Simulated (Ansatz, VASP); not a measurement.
# One calculation of Al, two programs

Contents of INCAR:

```
  ALGO = Normal
  EDIFF = 1E-7
  ENCUT = 520
  GGA = PE
  ISIF = 2
  ISMEAR = 0
  LASPH = True
  LCHARG = False
  LREAL = False
  LWAVE = False
  NBANDS = 8
  NELM = 60
  PREC = Accurate
  SIGMA = 0.1
```

Contents of KPOINTS:

```
k-points
0
Gamma
  6 6 6
```

POSCAR

```
Al
1.0
   -1.6909221764      1.6909221764      1.6909221764
    1.6909221764     -1.6909221764      1.6909221764
    1.6909221764      1.6909221764     -1.6909221764
Al
1
Direct
    0.0000000000      0.0000000000      0.0000000000
```

Input for Ansatz:

```yaml
crystal:
  lattice:
    - [-1.6909221764, 1.6909221764, 1.6909221764]
    - [1.6909221764, -1.6909221764, 1.6909221764]
    - [1.6909221764, 1.6909221764, -1.6909221764]
  atoms:
    - { symbol: Al, position: [0.0, 0.0, 0.0] }
basis:
  ecutwfc: 420
kpoints:
  mp_grid: { grid: [6, 6, 6] }
hamiltonian:
  xc: pbe
scf:
  occupations: { method: gaussian, width: 0.1 }
  mixing: { preconditioner: ldos }
  initial_density: { chi_scale: 0, normalization: atom }
  max_iter: 86
output:
  forces: true
  stress: true
  eigenvalues: true
```

Alike in both runs: task single point; functional PBE; k mesh 6 × 6 × 6; occupations gaussian, width 0.1 eV; no spin polarisation.

|  | VASP | Ansatz |
| --- | --- | --- |
| version | VASP 6.6.1 | Ansatz 0.2.0 |
| potentials or method | VASP PAW PBE potentials, release 64 (Al) | scalar-relativistic, plane waves, PAW |
| plane-wave cutoff (eV) | 520 | 420 |
| valence electrons in the cell | 3 | 3 |

|  | VASP | Ansatz | Ansatz less VASP |
| --- | --- | --- | --- |
| gap on the k mesh at the Fermi level (eV) | none | none | - |
| pressure (GPa) | -7.2 | -7.2 | +0.02 |

A gap of «none» marks a metal or a gap that the smearing closes.

Caveats: the k mesh is coarse (spacing up to 0.44 Å⁻¹), so the values aren't converged.
